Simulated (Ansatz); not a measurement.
# V (sc type): how the settings move a single-point run

Aim: see which settings change the result for V (sc type), by how much, and at what cost.

Method: reference: DFT, PBE, all-electron PAW with datasets made for the crystal, scalar-relativistic, in Ansatz 0.2.0.

2 further runs of the same task are left out: 1 that didn't finish, 1 set aside as unsound or not needed.

## (1) The starting structure

Symmetry: R-3m, No. 166, trigonal system. The conventional cell has a = 3.446 Å, b = 3.446 Å, c = 4.284 Å, α = 90.00°, β = 90.00°, γ = 120.00°. Around V (site symmetry -3m) lie 6 V at 2.45 Å.

As a file:

```
CELL_PARAMETERS angstrom
2.44880 0.01224 0.01224
0.01224 2.44880 0.01224
0.01224 0.01224 2.44880
ATOMIC_POSITIONS crystal
V 0.00000 0.00000 0.00000
```

## (2) Reference

input.yaml

```yaml
crystal:
  lattice:
    - [2.4487986509, 0.0122439932, 0.0122439932]
    - [0.0122439932, 2.4487986509, 0.0122439932]
    - [0.0122439932, 0.0122439932, 2.4487986509]
  atoms:
    - { symbol: V, position: [0.0, 0.0, 0.0], spin: 1.5 }
magnetization:
  spin_polarized: true
kpoints:
  mp_grid: { grid: [14, 14, 14] }
scf:
  occupations: { method: fermi_dirac, width: 0.08 }
hamiltonian:
  xc: pbe
  pseudopotentials: { kind: all_electron, datasets: crystal }
output:
  forces: true
  stress: true
  eigenvalues: true
  efg: { contact_densities: true }
```

The run is started by

```bash
> ansatz run input.yaml --threads 1 --pin off --max-ram 3072MiB --backend cpu --events-out ev --progress --plain --runs-dir out
```

## (3) Variant: occupations.method cold, occupations.width 0.01

Changes to input.yaml since step 2:

```diff
@@ -12,3 +12,3 @@
 scf:
-  occupations: { method: fermi_dirac, width: 0.08 }
+  occupations: { method: cold, width: 0.01 }
 hamiltonian:
```

**Question.** What will these runs give? Wanted: for each run, ending; energy change; pressure; gap; force.

**Answer**, as computed:

| run | ending | energy change | pressure (GPa) | gap (eV) | force (eV/Å) | cycles | time |
| --- | --- | --- | --- | --- | --- | --- | --- |
| reference | converged | 0 | 0.0 | 0.00 | 0.00 | 7 | 37 s |
| 1: occupations.method cold, occupations.width 0.01 | converged | +2.1 meV/atom (σ→0) | -0.6 | 0.00 | 0.00 | 7 | 45 s |

Residual by cycle in the longest SCF loop of each run; runs are numbered as in the table. The quantity is the density residual dr2, in eV.

| cycle | reference | run 1 |
| --- | --- | --- |
| 1 | 0.00699 | 0.00697 |
| 2 | 0.00413 | 0.00412 |
| 3 | 9.0e-4 | 8.8e-4 |
| 4 | 1.8e-5 | 1.7e-5 |
| 5 | 4.3e-6 | 4.2e-6 |
| 6 | 4.4e-8 | 3.6e-8 |
| 7 | 7.8e-11 | 5.6e-11 |

What this shows: Changing the smearing moves the energy by +2.1 meV/atom (σ→0 values), and the pressure goes from 0.0 to -0.6 GPa.
